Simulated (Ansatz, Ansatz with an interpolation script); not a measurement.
# CdS (Greenockite): quasiparticle bands by Wannier interpolation, part 2 of 2

Aim: the G0W0 bands of CdS (Greenockite) along the symmetry lines, with the gap off the mesh.

Ansatz 0.2.0; LDA, Wannier functions and G0W0, plane waves, PAW. Known limits of the many-body steps: not at the basis limit; no spin-orbit coupling.

So far. Step 2 (LDA bands): The gap is direct, at Γ. Step 3 (Wannier functions (Cd:5s S:3p) on 12×12×8): Near the gap the model misses directly solved bands by 0.7 meV r.m.s. and by 10 meV at most in the window tested. This tests the starting bands, not the corrections carried with them.

The database entry behind the starting cell differs from later determinations by our own check (about 0.35 % long), so it need not match the best structure at ambient conditions.

### Step 4. G0W0 at every point of the mesh: 6×6×4 mesh, 461 empty bands, screening to 160 eV, PAW set soft_1 files

G0W0 replaces the xc potential by the self-energy, built once from these orbitals. Only a window of levels is corrected, while the sums run over the empty bands that the input names.

This step: G0W0 on LDA, plane waves, PAW; PAW set soft_1.

input.yaml

```yaml
crystal:
  lattice:
    - [4.15, 0.0, 0.0]
    - [-2.075, 3.59400543, 0.0]
    - [0.0, 0.0, 6.737]
  atoms:
    - { symbol: Cd, position: [0.33333333, 0.66666667, 0.0] }
    - { symbol: Cd, position: [0.66666667, 0.33333333, 0.5] }
    - { symbol: S, position: [0.33333333, 0.66666667, 0.375] }
    - { symbol: S, position: [0.66666667, 0.33333333, 0.875] }
kpoints:
  mp_grid: { grid: [6, 6, 4] }
hamiltonian:
  xc: lda
  pseudopotentials: { kind: paw, azcp: { folder: soft_1 }, xc_functional: pbe }
scf:
  occupations: { method: fixed }
gw:
  n_empty_bands: 461
  ecut_chi: 160.0
  qp_bands: [v6, c2]
  screening: { model: contour_deformation }
```

The run is started by

```sh
$ ansatz run input.yaml --threads 3 --pin off --max-ram 92160MiB --backend cuda --events-out ev --progress --plain --runs-dir out --devices 1 --max-vram 13GiB
```

Numbers of over 12 decimals in the logs are rounded to 6 here.

What it wrote:

```text
GPUs: using 1 of 1 available (devices: 1).
[...]
GPU FFT provider: cuFFT
GPU libraries: cuBLAS 13.8.2, cuFFT 12.4.0, cuSOLVER 12.3.4
Crystal: 4 atoms, lattice volume = 100.483 Å³
Basis set: ecut = 420 eV, 1973 PW (Γ)
Bands: 32, of which v1, the nominal top of the filled ones, is band 26 counted from 1 (25 counted from 0)
Symmetry: 12 space group operations
[...]
k-points: 21 of 144 (time reversal used)
[...]
GPU buffer pool allocated for 43200 grid points (all kernels)
[...]
SCF iter   1: F=—  HF=-17977.475861 eV  |F-HF|=—  |Δ(HF+E_count)|=         —  Δρ=2.31e-2  dr2=4.36e-1  ethr=3.10e-3  ⟨swp⟩=4.8  Hψ=2355  notcnv=0  defer=81
[...]
SCF iter   7: F=-17977.352649 eV  HF=-17977.352649 eV  |F-HF|=6.27e-8  |Δ(HF+E_count)|=   2.57e-6  Δρ=8.02e-6  dr2=9.74e-8  ethr=1.92e-10  ⟨swp⟩=9.2  Hψ=3729  notcnv=0
SCF 1 converged in 7 iterations: F = -17977.352649 eV  dr2 = 9.74e-8
[...]
NSCF: frozen V_eff on 21 k-points, pencils in batches of 32, up to order 128
[...]
G₀W₀ screening: q 1/21
[... further progress lines ...]
SCF converged after 7 iterations
Free energy (F): -17977.352649 eV
[...]
Internal energy: -17977.352649 eV  (E = F + TS)
E sigma→0 (E₀):  -17977.352649 eV
Fermi energy:    6.449122 eV
[...]
--- Band table (eV; the first three rows and the last of 21) ---
  k-point 0: bands = [... 22 lower, 5.6757, 6.4021, 6.4491, 6.4491, 7.3595, 8.9887, 12.7148, 12.7148, ... 2 higher]
  k-point 1: bands = [... 22 lower, 5.7821, 5.7821, 6.3283, 6.3283, 8.3051, 9.0625, 12.5433, 12.7893, ... 2 higher]
  k-point 2: bands = [... 22 lower, 6.0479, 6.0479, 6.0479, 6.0479, 9.0509, 9.0509, 12.3996, 12.3996, ... 2 higher]
  k-point 20: bands = [... 22 lower, 4.0027, 4.0027, 5.3223, 5.3223, 10.6212, 10.6212, 12.3116, 12.3116, ... 2 higher]
--- G₀W₀: contour deformation, 8 samples at zero and on the imaginary axis and 2 off it, 144 q-points, 461 empty bands' worth ---
  eigenvalues of the whole cell's RPA ε∞ on this k-mesh (on a slab, of 1 + 4πα/V) = 7.7244, 7.9630, 7.9630; static W/v taken at q = 0 is 0.126647
  bands read: the sum over 487 bands ends inside a degenerate multiplet in 8 slots, whose members it reads at an even weight; the widest, k=2: bands 487 to 490 (counted from 1) at 1/4 each
  `?` marks the rows in doubt; gw_qp.tsv's column doubts and the gw_qp event give each row's grounds
    ik  band        ε_KS         Σx   Σc(E_QP)       V_xc       Z   E_QP_lin       E_QP  E_QP is
     0    21      2.0034   -16.8966     3.3160   -13.0337  0.6612     1.4410     1.4565  root
     0    22      5.6757   -19.6871     2.2197   -16.8500  0.7299     5.0305     5.0583  root
     0    23      5.6757   -19.6871     2.2197   -16.8500  0.7299     5.0305     5.0583  root
     0    24      6.4021   -20.4986     1.9363   -17.9899  0.7362     5.8089     5.8298  root
     0    25      6.4491   -20.7214     1.9839   -18.1618  0.7357     5.8520     5.8734  root
     0    26      6.4491   -20.7214     1.9839   -18.1618  0.7357     5.8520     5.8734  root
     0    27      7.3595    -8.9912    -3.6303   -13.0226  0.7786     7.7679     7.7605  root
     0    28      8.9887    -8.2847    -4.1136   -12.9297  0.7746     9.5368     9.5200  root
     1    21      2.6230   -18.6061     3.1893   -14.8342  0.6789     2.0159     2.0404  root
     1    22      5.3414   -19.0696     1.7916   -16.7653  0.7340     4.8122     4.8288  root
     1    23      5.7821   -19.8222     2.1894   -17.0206  0.7308     5.1430     5.1699  root
     1    24      5.7821   -19.8222     2.1894   -17.0206  0.7308     5.1430     5.1699  root
     1    25      6.3283   -20.5533     2.0260   -17.9441  0.7349     5.7225     5.7450  root
     1    26      6.3283   -20.5533     2.0260   -17.9441  0.7349     5.7225     5.7450  root
[...]
9    24      4.5613   -18.0689     2.5203   -14.9032  0.7159     3.8811     3.9158  root ?
[...]
10    24      4.7145   -18.3100     2.4817   -15.1854  0.7182     4.0378     4.0717  root ?
[...]
15    24      4.1657   -17.7455     2.6366   -14.4691  0.7099     3.4898     3.5258  root ?
[...]
18    23      3.3235   -16.6558     2.9078   -13.1204  0.6898     2.6563     2.6959  root ?
[...]
18    26      4.8129   -18.7766     2.5046   -15.6300  0.7203     4.1371     4.1710  root ?
[...]
19    23      3.5150   -17.0051     2.8583   -13.5136  0.6949     2.8428     2.8818  root ?
    19    24      4.5535   -18.4265     2.5667   -15.2175  0.7169     3.8759     3.9112  root ?
[...]
20    22      2.3735   -18.0857     3.1516   -14.3738  0.6726     1.8065     1.8132  root
    20    23      4.0027   -17.7261     2.7206   -14.3647  0.7069     3.3241     3.3618  root ?
    20    24      4.0027   -17.7261     2.7206   -14.3647  0.7069     3.3241     3.3618  root ?
    20    25      5.3223   -19.0875     2.2986   -16.1618  0.7260     4.6653     4.6952  root
    20    26      5.3223   -19.0875     2.2986   -16.1618  0.7260     4.6653     4.6952  root
    20    27     10.6212    -8.4426    -4.4438   -13.4688  0.7629    11.2272    11.2035  root
    20    28     10.6212    -8.4426    -4.4438   -13.4688  0.7629    11.2272    11.2035  root
```

The job ended after 1.7 min (1 × NVIDIA H100 80GB HBM3 (shared by 6 runs) with 3 threads of AMD EPYC 7R13 (Zen 3), shared host; peak memory 1.7 GiB).

Numbers from this step:

| Property | Result |
| --- | --- |
| bands summed | 487 |
| RPA ε∞ on this mesh (eigenvalues) | 7.724, 7.963, 7.963 |
| plane waves in the screening matrix | 463 |
| q-points in the mesh | 144 |
| G0W0 gap on the mesh | 1.887 eV |
| k of the valence top | 0, 0, 0 |
| k of the conduction bottom | 0, 0, 0 |
| starting gap on the mesh | 0.9103 eV |
| Z at the valence top | 0.7357 |
| Z at the conduction bottom | 0.7786 |
| least direct G0W0 gap on the computed points | 1.887 eV |

The gap on the mesh goes from 0.91 eV to 1.89 eV, a correction of +0.98 eV. Between the two edge states, bare exchange in place of the xc potential would open the gap by 6.59 eV, and correlation takes back 5.61 eV.

### Step 5. Interpolating the corrections

A script adds the corrections, carried to the Wannier functions and back, to the LDA levels, along the path and on a 13×13×9 mesh.

- G0W0 gap over the zone: 1.887 eV
- valence top at: Γ
- conduction bottom at: Γ
- starting gap over the zone: 0.91 eV
- least direct G0W0 gap: 1.887 eV
- G0W0 gap on the mesh: 1.887 eV
- valence width, start: 4.446 eV
- valence width, G0W0: 4.417 eV
- gap by a rigid shift: 1.887 eV

Levels solved directly plus the interpolated quasiparticle correction. Limits: finite bands, cutoff and mesh; no spin-orbit coupling. The quasiparticle bands at the labelled points (eV, zero at the valence-band top of each set):

| point | band 23 | band 24 | band 25 | band 26 | band 27 |
| --- | --- | --- | --- | --- | --- |
| Γ | -0.82 | -0.04 | 0.00 | 0.00 | 1.89 |
| halfway | -1.99 | -1.43 | -0.53 | -0.40 | 3.76 |
| M | -2.73 | -1.96 | -1.37 | -0.78 | 4.58 |
| halfway | -2.78 | -2.27 | -1.52 | -1.27 | 5.23 |
| K | -3.18 | -1.94 | -1.94 | -1.70 | 5.59 |
| halfway | -2.45 | -1.73 | -0.70 | -0.66 | 4.25 |
| Γ | -0.82 | -0.04 | 0.00 | 0.00 | 1.89 |
| halfway | -0.70 | -0.70 | -0.13 | -0.13 | 2.78 |
| A | -0.42 | -0.42 | -0.42 | -0.42 | 3.64 |
| halfway | -1.39 | -1.39 | -0.95 | -0.95 | 4.69 |
| L | -1.41 | -1.41 | -1.39 | -1.39 | 4.34 |
| halfway | -2.04 | -2.04 | -1.23 | -1.23 | 4.91 |
| H | -2.51 | -2.51 | -1.18 | -1.18 | 5.33 |
| halfway | -1.42 | -1.42 | -1.25 | -1.25 | 5.04 |
| A | -0.42 | -0.42 | -0.42 | -0.42 | 3.64 |
| jump to L | -1.41 | -1.41 | -1.39 | -1.39 | 4.34 |
| halfway | -2.22 | -1.80 | -1.18 | -0.98 | 4.17 |
| M | -2.73 | -1.96 | -1.37 | -0.78 | 4.58 |
| jump to H | -2.51 | -2.51 | -1.18 | -1.18 | 5.33 |
| halfway | -2.99 | -1.96 | -1.55 | -1.55 | 5.74 |
| K | -3.18 | -1.94 | -1.94 | -1.70 | 5.59 |

The same for LDA:

| point | band 23 | band 24 | band 25 | band 26 | band 27 |
| --- | --- | --- | --- | --- | --- |
| Γ | -0.77 | -0.05 | 0.00 | 0.00 | 0.91 |
| M | -2.69 | -1.89 | -1.33 | -0.74 | 3.49 |
| K | -3.13 | -1.88 | -1.88 | -1.64 | 4.42 |
| Γ | -0.77 | -0.05 | 0.00 | 0.00 | 0.91 |
| A | -0.40 | -0.40 | -0.40 | -0.40 | 2.60 |
| L | -1.35 | -1.35 | -1.34 | -1.34 | 3.23 |
| H | -2.45 | -2.45 | -1.13 | -1.13 | 4.17 |
| A | -0.40 | -0.40 | -0.40 | -0.40 | 2.60 |
| L | -1.35 | -1.35 | -1.34 | -1.34 | 3.23 |
| M | -2.69 | -1.89 | -1.33 | -0.74 | 3.49 |
| H | -2.45 | -2.45 | -1.13 | -1.13 | 4.17 |
| K | -3.13 | -1.88 | -1.88 | -1.64 | 4.42 |

The first set of quasiparticle bands as a text plot (rows in eV):

```
    5.6 |           ++++                                      +++
    5.2 |          +    +                    +++++++         +
    4.8 |        ++      +            ++    +       +
    4.4 |     +++         +          +  ++++         +   ++++
    3.9 |    +                     ++                 ++
    3.5 |   +                     +                     +
    3.1 |  +               +     +
    2.6 | +                 +   +
    2.2 |+                   + +
    1.8 |                     +
    1.4 |
    0.9 |
    0.5 |
    0.1 |**                 *****
   -0.4 |* ***             *** * ****                  **
   -0.8 |**  *****       ** ******  ***             ***   ***
   -1.2 | ***  *****    *  **        *****************   *****
   -1.6 |  ****   ******  **     *     **  *       *     **   ***
   -2.1 |   *  ********  *        *         **   **       *** ***
   -2.5 |    **        ****        ***        ***     ***  * *
   -2.9 |    ******** ** *        *   *             **      ****
   -3.3 |      ****  * **        *     *           *            *
   -3.8 |          *******              **       **       *** ***
   -4.2 |**********       *******         *******        *****
         Γ      M    K        Γ   A       L    H       A|L M|H  K
```

Minima of the lowest conduction band, from levels solved directly at the displaced points, plus the interpolated correction; masses are left empty at degenerate points, on flat bands and where the interpolated correction rules the curvature; G0W0 masses are rough. Conduction valleys, by row:

```csv
point,k (reciprocal lattice),valleys in the zone,G0W0 level above the valence top (eV),LDA level above the valence top (eV),G0W0 principal masses (m_e),LDA principal masses (m_e)
Γ,0.000 0.000 0.000,1,1.887,0.91,0.149 0.157 0.157,0.101 0.106 0.106
```

Second differences of levels solved directly at the displaced points, plus the interpolated correction, at the quasiparticle band edges; no spin-orbit coupling; left empty where the band is flat or the interpolated correction rules the curvature. Effective masses, by row:

```csv
carrier,point,Cartesian direction,band,LDA mass (m_e),G0W0 mass (m_e)
hole,Γ,100,26,1.633,1.619
hole,Γ,010,26,1.638,1.709
hole,Γ,001,26,1.615,1.515
hole,Γ,001,25,1.615,1.515
hole,Γ,110,26,1.635,1.9
hole,Γ,111,26,1.629,1.752
```

Corrections by starting level (eV, on the run's own energy scale, so only their differences matter):

```
start  correction
-4.45       −0.55
-4.02       −0.55
-3.73       −0.58
-2.69       −0.58
-2.37       −0.63
-1.76       −0.61
-1.36       −0.63
-1.21       −0.62
-1.08       −0.61
-0.74       −0.62
-0.40       −0.60
 0.00       −0.58
 3.08       +0.49
 3.46       +0.50
 4.02       +0.56
 4.90       +0.63
```

### Step 6. LDA+SOC bands, for comparison

The many-body steps leave out spin-orbit coupling, so its effect is taken from a two-component run, with twice the bands.

This step: DFT, LDA with spin-orbit coupling, plane waves, PAW; PAW set soft_1.

input.yaml

```yaml
crystal:
  lattice:
    - [4.15, 0.0, 0.0]
    - [-2.075, 3.59400543, 0.0]
    - [0.0, 0.0, 6.737]
  atoms:
    - { symbol: Cd, position: [0.33333333, 0.66666667, 0.0] }
    - { symbol: Cd, position: [0.66666667, 0.33333333, 0.5] }
    - { symbol: S, position: [0.33333333, 0.66666667, 0.375] }
    - { symbol: S, position: [0.66666667, 0.33333333, 0.875] }
kpoints:
  mp_grid: { grid: [6, 6, 4] }
  band_path:
    path:
      - [[0.0, 0.0, 0.0], [0.5, 0.0, 0.0], [0.33333333, 0.33333333, 0.0], [0.0, 0.0, 0.0], [0.0, 0.0, 0.5], [0.5, 0.0, 0.5], [0.33333333, 0.33333333, 0.5], [0.0, 0.0, 0.5]]
      - [[0.5, 0.0, 0.5], [0.5, 0.0, 0.0]]
      - [[0.33333333, 0.33333333, 0.5], [0.33333333, 0.33333333, 0.0]]
    npoints: 10
hamiltonian:
  xc: lda
  pseudopotentials: { kind: paw_fr, azcp: { folder: soft_1 }, xc_functional: pbe }
scf:
  occupations: { method: fermi_dirac, width: 0.02 }
  n_extra_bands: 10
magnetization:
  noncollinear: true
  spin_orbit: true
output:
  eigenvalues: true
```

What it wrote:

```text
[...]
GPUs: using 1 of 1 available (devices: 1).
[...]
non-collinear run that drives no moment, with spin-orbit: no starting moment large enough to seed its density (crystal.atoms[].spin), no starting occupations that ask for one, no magnetisation constraint and no magnetic field, so the semilocal B_xc is pinned to zero
[...]
GPU FFT provider: cuFFT
GPU libraries: cuBLAS 13.8.2, cuFFT 12.4.0, cuSOLVER 12.3.4
Crystal: 4 atoms, lattice volume = 100.483 Å³
Basis set: ecut = 420 eV, 1973 PW (Γ)
Bands: 62, of which v1, the nominal top of the filled ones, is band 52 counted from 1 (51 counted from 0)
Symmetry: 12 space group operations + 12 with time reversal
[...]
k-points: 21 of 144 (time reversal used)
Projection manifold: j_resolved (fully-relativistic pseudo-atomic orbitals)
[...]
GPU buffer pool allocated for 43200 grid points (all kernels)
[...]
SCF iter   1: F=—  HF=-17982.691222 eV  |F-HF|=—  |Δ(HF+E_count)|=         —  Δρ=2.29e-2  dr2=4.35e-1  dr2_m=0.00e0 (ungated)  ethr=3.10e-3  |M|=0.00e0 ∫|m|=0.00e0 μB  |m|>n=0.0e0 m-floor=0.0e0 τ_xc=0.0e0  β_m=0.30  ⟨swp⟩=10.2  Hψ=6900  notcnv=0
[...]
spin=Noncollinear: Resta preconditioning applied to the charge; magnetization (m_x, m_y, m_z) channels mix plain (no charge-response kernel on spin).
SCF iter   2: F=—  HF=-17982.617308 eV  |F-HF|=—  |Δ(HF+E_count)|=   7.39e-2  Δρ=1.58e-2  dr2=2.04e-1  dr2_m=0.00e0 (ungated)  ethr=8.37e-4  |M|=0.00e0 ∫|m|=0.00e0 μB  |m|>n=0.0e0 m-floor=0.0e0 τ_xc=0.0e0  β_m=0.58  ⟨swp⟩=1.2  Hψ=1517  notcnv=0  defer=41
[...]
SCF iter   8: F=-17982.569449 eV  HF=-17982.569449 eV  |F-HF|=9.64e-9  |Δ(HF+E_count)|=   2.53e-8  Δρ=5.58e-6  dr2=4.27e-8  dr2_m=0.00e0 (ungated)  ethr=1.92e-10  |M|=0.00e0 ∫|m|=0.00e0 μB  |m|>n=0.0e0 m-floor=0.0e0 τ_xc=0.0e0  ⟨swp⟩=9.7  Hψ=4519  notcnv=0
SCF 1 converged in 8 iterations: F = -17982.569449 eV  dr2 = 4.27e-8
[...]
SCF converged after 8 iterations
Magnetization: |M| = 0.0000 μB,  M = (+0.0000, +0.0000, +0.0000) μB
Absolute magnetization: 0.0000 μB (∫|m|)
  site 0: m = (+0.0000, +0.0000, +0.0000) μB, |m| = 0.0000 μB  (R = 1.04 Å)
  site 1: m = (+0.0000, +0.0000, +0.0000) μB, |m| = 0.0000 μB  (R = 1.04 Å)
  site 2: m = (+0.0000, +0.0000, +0.0000) μB, |m| = 0.0000 μB  (R = 1.04 Å)
  site 3: m = (+0.0000, +0.0000, +0.0000) μB, |m| = 0.0000 μB  (R = 1.04 Å)
Free energy (F): -17982.569449 eV
[...]
Internal energy: -17982.569449 eV  (E = F + TS)
E sigma→0 (E₀):  -17982.569449 eV
Fermi energy:    6.917155 eV
[...]
--- Band table (eV; the first three rows and the last of 21) ---
  k-point 0: bands = [... 48 lower, 6.4482, 6.4482, 6.4660, 6.4660, 7.3610, 7.3610, 8.9885, 8.9885, ... 6 higher]
  k-point 1: bands = [... 48 lower, 6.3115, 6.3115, 6.3470, 6.3470, 8.3055, 8.3055, 9.0617, 9.0617, ... 6 higher]
  k-point 2: bands = [... 48 lower, 6.0693, 6.0693, 6.0693, 6.0693, 9.0496, 9.0496, 9.0496, 9.0496, ... 6 higher]
  k-point 20: bands = [... 48 lower, 5.3155, 5.3155, 5.3267, 5.3267, 10.5956, 10.5956, 10.6435, 10.6435, ... 6 higher]
```

Wall time 11 s (1 × NVIDIA H100 80GB HBM3 (shared by 6 runs) with 3 threads); peak memory 1.3 GiB.

Numbers from this step:

- filled bands: 52
- gap: 0.8950 eV
- valence top at: Γ
- conduction bottom at: Γ
- least direct gap: 0.8950 eV

The gap stands −0.02 eV against LDA.

The electronic bands at the labelled points (eV, zero at the top of the highest nominally filled band):

```
    point  band 49  band 50  band 51  band 52  band 53  band 54  band 55  band 56
        Γ    -0.02    -0.02     0.00     0.00     0.90     0.90     2.52     2.52
  halfway    -0.55    -0.51    -0.40    -0.38     2.72     2.74     3.76     3.76
        M    -1.34    -1.34    -0.76    -0.76     3.47     3.47     3.64     3.64
  halfway    -1.49    -1.49    -1.23    -1.23     4.09     4.09     4.48     4.48
        K    -1.89    -1.86    -1.65    -1.65     4.40     4.40     4.85     4.88
  halfway    -0.70    -0.68    -0.67    -0.61     3.15     3.17     4.30     4.31
        Γ    -0.02    -0.02     0.00     0.00     0.90     0.90     2.52     2.52
  halfway    -0.15    -0.15    -0.12    -0.12     1.84     1.84     2.60     2.60
        A    -0.40    -0.40    -0.40    -0.40     2.58     2.58     2.58     2.58
  halfway    -0.93    -0.93    -0.91    -0.91     3.56     3.56     3.57     3.57
        L    -1.35    -1.35    -1.35    -1.35     3.22     3.22     3.22     3.22
  halfway    -1.21    -1.21    -1.19    -1.19     3.74     3.74     3.78     3.78
        H    -1.15    -1.15    -1.14    -1.14     4.13     4.13     4.18     4.18
  halfway    -1.25    -1.25    -1.20    -1.20     3.87     3.87     3.92     3.92
        A    -0.40    -0.40    -0.40    -0.40     2.58     2.58     2.58     2.58
jump to L    -1.35    -1.35    -1.35    -1.35     3.22     3.22     3.22     3.22
  halfway    -1.15    -1.15    -0.95    -0.95     3.06     3.06     3.66     3.66
        M    -1.34    -1.34    -0.76    -0.76     3.47     3.47     3.64     3.64
jump to H    -1.15    -1.15    -1.14    -1.14     4.13     4.13     4.18     4.18
  halfway    -1.56    -1.51    -1.51    -1.49     4.53     4.54     4.58     4.58
        K    -1.89    -1.86    -1.65    -1.65     4.40     4.40     4.85     4.88
```

### Step 7. Outcome

| Item | Value |
| --- | --- |
| LDA gap | 0.91 eV |
| G0W0 gap over the zone | 1.89 eV, direct |
| least direct G0W0 gap, in the model | 1.89 eV |
| with the spin-orbit change | 1.87 eV |
| GW settings | 6×6×4 mesh, 461 empty bands, screening to 160 eV, PAW set soft_1 files |
| known limits | not at the basis limit; no spin-orbit coupling |

In words: The Wannier model follows the LDA bands to under 1 meV r.m.s. near the gap. The G0W0 gap over the zone is 1.89 eV, direct, from Γ to Γ; on the mesh alone it is 1.89 eV, nearly the same. The valence width in the model goes from 4.45 eV to 4.42 eV. LDA+SOC gives a gap of 0.89 eV on the same path, a spin-orbit change of −0.02 eV that would bring the G0W0 gap to 1.87 eV. Bands and cutoff are finite, so the gap is not at the basis limit. The miss can reach some tenths of an eV and take either sign; the mesh is an error of its own. Beside the filled d shell of Cd, one-shot G0W0 from a semilocal start often leaves the gap short. Above the frozen window of the model the interpolated levels need not meet the computed ones, even at points of the mesh.

[Paths, hosts, dates, memory and timing lines, banners, echoed tables and standing remarks are left out of the program output.]

[Logs are printed without paths, hosts, clocks, repeated set-up lines and the standing remarks that a program may print on its own settings, such as how far it seeks lower states.]

[Runs of the session that timed out or met a known fault of the program may be left out.]

[Hosts, paths, dates, database ids (printed as entryN), source tags and the programs' standing remarks are cut or masked in the printed files.]
